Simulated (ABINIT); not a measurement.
Wanted: the native input for an ABINIT 10.8.3 (patched build) run.

- Task: single point
- Functional: PBE
- Potentials or basis: JTH PAW PBE v2.0
- Cutoff: 707 eV
- k mesh: 10 × 10 × 10
- Occupations: fermi-dirac, width 0.05 eV
- Spin: collinear spin, ferromagnetic start
- Starting moments: [3.0, 0.0] μB
- Fine-grid cutoff: 1306.15 eV

The system is CoO.

```
CELL_PARAMETERS angstrom
2.57053 0.00000 0.00000
0.00000 2.57053 0.00000
0.00000 0.00000 2.57053
ATOMIC_POSITIONS crystal
Co 0.00000 0.00000 0.00000
O 0.50000 0.50000 0.50000
```

Measurements of this composition are mostly on another form, of space group No. 225.

These files were run (other wordings do the same):

run.abi

```
# Pseudopotentials
pp_dirpath "./"
pseudos "Co.GGA_PBE-JTH.xml, O.GGA_PBE-JTH.xml"

# Structure
acell 4.857590722 4.857590722 4.857590722
rprim
     1.0000000000     0.0000000000     0.0000000000
     0.0000000000     1.0000000000     0.0000000000
     0.0000000000     0.0000000000     1.0000000000
ntypat 2
znucl 27 8
natom 2
typat 1 2
xred
     0.0000000000     0.0000000000     0.0000000000
     0.5000000000     0.5000000000     0.5000000000

# Plane-wave basis
ecut 26.0
pawecutdg 48.0
pawxcdev 0

# k points
kptopt 1
ngkpt 10 10 10
nshiftk 1
shiftk 0.0 0.0 0.0

# Exchange and correlation
ixc 11

# Bands and occupations
nband 16
occopt 3
tsmear 0.05 eV

# Spin
nsppol 2
spinat
     0.0000000000     0.0000000000     3.0000000000
     0.0000000000     0.0000000000     0.0000000000

# SCF cycle
nstep 100
tolvrs 1.0e-9

# Output
iomode 3
prtwf 0
prteig 0
prtebands 0
enunit 1
prtden 1
prtvha 1
prtvclmb 1
prtpot 1
```

Potentials or basis: JTH PAW PBE v2.0.

Launch:

```bash
$ abinit run.abi > log 2>&1
```

Results of the run:

- Pressure: 11.1 GPa
- Band gap on the k mesh: none (metal or under the smearing width)
- Net moment: 3.00 μB per cell
- Site moments: Co +2.52; O +0.42 μB
- Valence electrons inside the program's atomic spheres: Co 15.31; O 4.52

Caveat: a cell with one magnetic atom can't hold antiferromagnetic order, which such compounds often take; semilocal functionals often make such compounds metallic where correlation or magnetic order opens a gap, which also shifts bond lengths.

Wall time 75 s on 1 thread of Arm Neoverse V1 (shared host), peak memory 0.14 GiB.
